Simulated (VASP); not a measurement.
Set up this calculation in VASP 6.6.1, as the native input.

| Item | Value |
| --- | --- |
| Task | single point |
| Functional | PBE |
| Potentials or basis | VASP PAW PBE potentials, release 64 (Ta_pv, As) |
| Cutoff | 520 eV |
| k mesh | 6 × 6 × 1 |
| Occupations | fermi-dirac, width 0.05 eV |
| Spin | no spin polarisation |
| Hubbard terms | Ta d U = 5 eV |
| Dipole correction | yes |
| Further INCAR settings | ALGO = Fast; EDIFF = 1e-07; NBANDS = 42 |

The structure of TaAs lies in POSCAR:

```
TaAs
1.0
    3.4436267244      0.0000000000      0.0000000000
    0.0000000000      3.4436267244      0.0000000000
    0.0000000000      0.0000000000     24.7720569659
Ta As
4 4
Direct
    0.5000000000      0.5000000000      0.3027604857
    0.0000000000      0.5000000000      0.4211992077
    0.0000000000      0.0000000000      0.5396379297
    0.5000000000      0.0000000000      0.6580766517
    0.0000000000      0.0000000000      0.3419233483
    0.5000000000      0.0000000000      0.4603620703
    0.5000000000      0.5000000000      0.5788007923
    0.0000000000      0.5000000000      0.6972395143
```

These files were run (other wordings do the same):

INCAR

```
SYSTEM = TaAs
PREC = Accurate ; ENCUT = 520
EDIFF = 1E-7 ; ISMEAR = -1
SIGMA = 0.05 ; LREAL = .False.
LASPH = .True. ; NELM = 100
ALGO = Fast ; ISIF = 2
LWAVE = .False. ; LCHARG = .False.
LMAXMIX = 4 ; LDAU = .True.
LDAUTYPE = 2 ; LDAUL = 2 -1
LDAUU = 5 0 ; LDAUJ = 0 0
LDAUPRINT = 1 ; LDIPOL = .True.
IDIPOL = 3 ; DIPOL = 0.5 0.5 0.500
GGA = PE ; NBANDS = 42
```

KPOINTS

```
Automatic mesh
0
Gamma
  6 6 1
  0 0 0
```

Potentials or basis: VASP PAW PBE potentials, release 64 (Ta_pv, As).

The run is started by

```sh
$ cat potpaw_PBE.64/Ta_pv/POTCAR potpaw_PBE.64/As/POTCAR > POTCAR
$ mpirun -np 1 vasp_std > vasp.out
```

It gave:

- Largest force: 1.095 eV/Å
- Band gap on the k mesh: none (metal or under the smearing width)

Caveat: U without spin polarisation on a metal has little footing; the U is typed as a test and isn't derived for this compound.

Wall time 6.3 min on 1 thread of Intel(R) Xeon(R) Platinum 8559C (Emerald Rapids), on a shared host, peak memory 0.46 GiB.
